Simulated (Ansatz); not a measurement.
A run of Ansatz 0.2.0 is set up as follows.

The input input.yaml:

```yaml
crystal:
  lattice:
    - [4.54534955, 0.0, 0.0]
    - [0.0, 5.51961944, 0.0]
    - [0.0, 0.0, 4.90919686]
  atoms:
    - { symbol: Ti, position: [0.0, 0.17299093, 0.75] }
    - { symbol: Ti, position: [0.5, 0.32700907, 0.25] }
    - { symbol: Ti, position: [0.0, 0.82700907, 0.25] }
    - { symbol: Ti, position: [0.5, 0.67299093, 0.75] }
    - { symbol: O, position: [0.27145062, 0.38172464, 0.91864908] }
    - { symbol: O, position: [0.77145062, 0.11827536, 0.08135092] }
    - { symbol: O, position: [0.22854938, 0.11827536, 0.41864908] }
    - { symbol: O, position: [0.72854938, 0.38172464, 0.58135092] }
    - { symbol: O, position: [0.27145062, 0.61827536, 0.41864908] }
    - { symbol: O, position: [0.77145062, 0.88172464, 0.58135092] }
    - { symbol: O, position: [0.22854938, 0.88172464, 0.91864908] }
    - { symbol: O, position: [0.72854938, 0.61827536, 0.08135092] }
hamiltonian:
  xc: pbe
  pseudopotentials: { kind: paw }
  hubbard: { sites: [{ species: Ti, l: d, u_eff: 6.0 }] }
kpoints:
  mp_grid: { grid: [6, 5, 6] }
scf:
  occupations: { method: fermi_dirac, width: 0.05 }
  n_extra_bands: 30
output:
  forces: true
  stress: true
  eigenvalues: true
  dos: { projected: true, de: 0.05, nscf_kmesh: { grid: [9, 8, 9] } }
```

Potentials or basis: Ansatz PAW.

Command:

```bash
$ ansatz run input.yaml --threads 4 --pin off --max-ram 11264MiB --backend cpu --events-out ev --progress --plain --runs-dir out
```

Problem. What does it give for the band gap on the k mesh?

Solution. 3.31 eV, indirect (least direct gap 3.40 eV).

Problem. Predict the pressure.

Solution. 9.9 GPa.

Problem. What does it give for the largest force?

Solution. 0.350 eV/Å.

States per cell in windows of 1 eV (zero at the valence-band top; states under -8 eV left out):
```csv
from (eV),total,O 2p,Ti 3d,O 2s,Ti 4s,Ti 3p,Ti 3s
-8.0,0.00,0.00,0.00,0.00,0.00,0.00,0.00
-7.0,0.00,0.00,0.00,0.00,0.00,0.00,0.00
-6.0,0.00,0.00,0.00,0.00,0.00,0.00,0.00
-5.0,9.27,6.78,1.87,0.05,0.37,0.07,0.09
-4.0,10.48,7.79,2.34,0.06,0.13,0.06,0.03
-3.0,9.29,7.60,1.28,0.12,0.11,0.07,0.03
-2.0,10.01,8.85,0.87,0.08,0.04,0.07,0.01
-1.0,8.95,8.17,0.65,0.03,0.01,0.02,0.00
0.0,0.00,0.00,0.00,0.00,0.00,0.00,0.00
1.0,0.00,0.00,0.00,0.00,0.00,0.00,0.00
2.0,0.00,0.00,0.00,0.00,0.00,0.00,0.00
3.0,10.06,0.55,9.21,0.12,0.06,0.00,0.01
4.0,14.11,1.97,11.48,0.18,0.09,0.00,0.01
5.0,6.63,1.22,4.63,0.51,0.02,0.01,0.01
6.0,9.04,2.84,5.69,0.20,0.02,0.01,0.00
7.0,0.15,0.05,0.09,0.00,0.00,0.00,0.00
```

Caveat: odd divisions of the mesh miss points on the zone boundary, where band edges often lie, so the gap on the mesh can be too wide; the pressure holds a Pulay correction of +0.7 GPa for the finite cutoff. A k mesh can miss the band edges.
